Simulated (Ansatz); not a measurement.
# ZrB2: the cost of one run

Program: Ansatz 0.2.0. Level of theory: DFT PBEsol, scalar-relativistic, plane waves, PAW. These are calculated values, not measurements.

17 further runs of the same task are left out: 17 set aside as unsound or not needed.

## (1) The structure to begin with

It takes space group P6/mmm (No. 191, hexagonal). Conventional cell: a = 3.155 Å, b = 3.155 Å, c = 3.507 Å, α = 90.00°, β = 90.00°, γ = 120.00°. Zr (site symmetry 6/mmm) has 12 B at 2.53 Å as nearest neighbours. B (site symmetry -6m2) is surrounded by 3 B at 1.82 Å and 6 Zr at 2.53 Å.

Structure file:

```cif
data_structure
_symmetry_space_group_name_H-M 'P6/mmm'
_symmetry_Int_Tables_number 191
_cell_length_a 3.1548
_cell_length_b 3.1548
_cell_length_c 3.5067
_cell_angle_alpha 90.000
_cell_angle_beta 90.000
_cell_angle_gamma 120.000
_cell_volume 30.23
loop_
_atom_site_label
_atom_site_type_symbol
_atom_site_symmetry_multiplicity
_atom_site_Wyckoff_symbol
_atom_site_fract_x
_atom_site_fract_y
_atom_site_fract_z
_atom_site_occupancy
Zr1 Zr 1 a 0.00000 0.00000 0.00000 1
B1 B 2 d 0.33333 0.66667 0.50000 1
```

It is the result of an earlier relaxation at this level (volume 10.08 Å³/atom; gap on the mesh: none (metal)).

## (2) What is varied

The energy is mapped over the lattice constants a and c of the conventional cell.

- lattice constant a (and b): 7 values from 3.060 to 3.249 Å
- lattice constant c: 7 values from 3.331 to 3.682 Å

Nothing else is relaxed (symmetry fixes all fractional coordinates). Energies count from the relaxed crystal. Points are written as (first, second).

## (3) The run at (3.060 Å, 3.624 Å)

File input.yaml:

```yaml
crystal:
  lattice:
    - [3.0602, 0.0, 0.0]
    - [-1.5301, 2.6502109406, 0.0]
    - [0.0, 0.0, 3.6236]
  atoms:
    - { symbol: Zr, position: [0.0, 0.0, 0.0] }
    - { symbol: B, position: [0.3333333333, 0.6666666667, 0.5] }
    - { symbol: B, position: [0.6666666667, 0.3333333333, 0.5] }
basis:
  ecutwfc: 520.0
kpoints:
  mp_grid: { grid: [15, 15, 12] }
hamiltonian:
  xc: pbesol
scf:
  occupations: { method: gaussian, width: 0.15 }
output:
  forces: true
  stress: true
  eigenvalues: true
```

Command:

```bash
$ ansatz run input.yaml --threads 1 --pin off --max-ram 2048MiB --backend cpu --events-out ev --progress --plain --runs-dir out
```

What time and memory should one allow on 1 thread of Arm Neoverse V1, shared host?

About 5.6 s, with a peak of 0.37 GiB.
